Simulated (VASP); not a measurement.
CdO (Monteponite): band structure with PBE0

CdO (Monteponite):

```xyz
2
Lattice="0.0000 2.3524 2.3524 2.3524 0.0000 2.3524 2.3524 2.3524 0.0000" Properties=species:S:1:pos:R:3 pbc="T T T"
Cd    0.0000    0.0000    0.0000
O     2.3524    2.3524    2.3524
```

```yaml
Program: VASP 6.6.1
Task: band structure
Functional: PBE0
Potentials_or_basis: VASP PAW PBE potentials, release 64 (Cd, O)
Cutoff: 520 eV
k_mesh: 8 × 8 × 8
Occupations: gaussian, width 0.03 eV
Spin: no spin polarisation
Grid_for_exact_exchange_PRECFOCK: Fast
Exchange_at_q_=_0: truncated
Further_INCAR_settings: ALGO = Normal; EDIFF = 1e-06; NBANDS = 16
```

```yaml
Pressure: 1.5 GPa
Band_gap_on_the_k_mesh: 1.52 eV, indirect (least direct gap 2.85 eV)
Band_gap_along_the_path: 1.52 eV, indirect (least direct gap 2.85 eV)
```

Levels at points of the mesh, in eV from the valence-band top:
```csv
k point,band 5,band 6,band 7,band 8,band 9,band 10,band 11,band 12,band 13,band 14
"(0.00, 0.00, 0.00)",-7.28,-7.28,-1.32,-1.32,-1.32,1.52,17.29,19.52,19.52,19.52
"(0.50, 0.00, 0.00)",-6.98,-6.98,-4.14,0.00,0.00,6.60,10.09,14.51,14.51,20.38
"(0.50, 0.50, 0.00)",-6.84,-6.55,-4.60,-2.43,-2.43,6.34,11.20,13.43,16.24,16.24
```

It took 6.7 min on 8 MPI ranks on Intel(R) Xeon(R) 6975P-C (Granite Rapids), on a shared host, peak memory 0.22 GiB a rank.

Caveat: the PAW data sets were made with another functional, which shifts forces and pressure a little.
